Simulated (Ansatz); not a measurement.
PbO₂ (anatase) was relaxed with 4 functionals in Ansatz 0.2.0, cell and atoms free, the symmetry of the start kept (meshes: PBE 8×8×8, r2SCAN 8×8×8, PBEsol 8×8×8, LDA 8×8×8). No spin polarisation. The prototype was imposed, so other structures may be more stable.

The r2SCAN result:
```
Pb O
1.0
    -2.11420    2.11420    5.37072
     2.11420   -2.11420    5.37072
     2.11420    2.11420   -5.37072
Pb O
2 4
Direct
  0.75000 0.25000 0.50000
  0.00000 0.00000 0.00000
  0.54790 0.04790 0.50000
  0.79790 0.79790 0.00000
  0.20210 0.20210 0.00000
  0.95210 0.45210 0.50000
```

It is tetragonal, I4_1/amd (No. 141); a = 4.228 Å, c = 10.741 Å in the conventional setting, 16.00 Å³ an atom. Around Pb lie 6 O at 2.17–2.18 Å; around O lie 3 Pb at 2.17–2.18 Å.

Question: Order the functionals by the relaxed volume, smallest first.
A. PBE
B. PBEsol
C. r2SCAN
D. LDA

Answer: D (15.66 Å³/atom), C (16.00 Å³/atom), B (16.14 Å³/atom), A (16.80 Å³/atom).

Question: What lattice does LDA give?

Answer: a = 4.183 Å, c = 10.738 Å; the volume differs by -2.1 % from r2SCAN's. Pb has 6 O at 2.16 Å; O has 3 Pb at 2.16 Å.

Question: What lattice does PBEsol give?

Answer: a = 4.239 Å, c = 10.779 Å; the volume differs by +0.9 % from r2SCAN's. Around Pb lie 6 O at 2.17–2.18 Å; around O lie 3 Pb at 2.17–2.18 Å.

Question: Held at the r2SCAN cell, what mean stress do LDA and PBE find, and does its sign point to their own minimum?

Answer: Yes. LDA -2.81 GPa, and its relaxed volume is -2.1 % from r2SCAN's; PBE +5.45 GPa, and its relaxed volume is +5.0 % from r2SCAN's. Compression counts positive, so a positive stress asks for a larger cell.

The cell is metallic with PBE, PBEsol, LDA, and these meshes limit the relaxed cells of a metal.
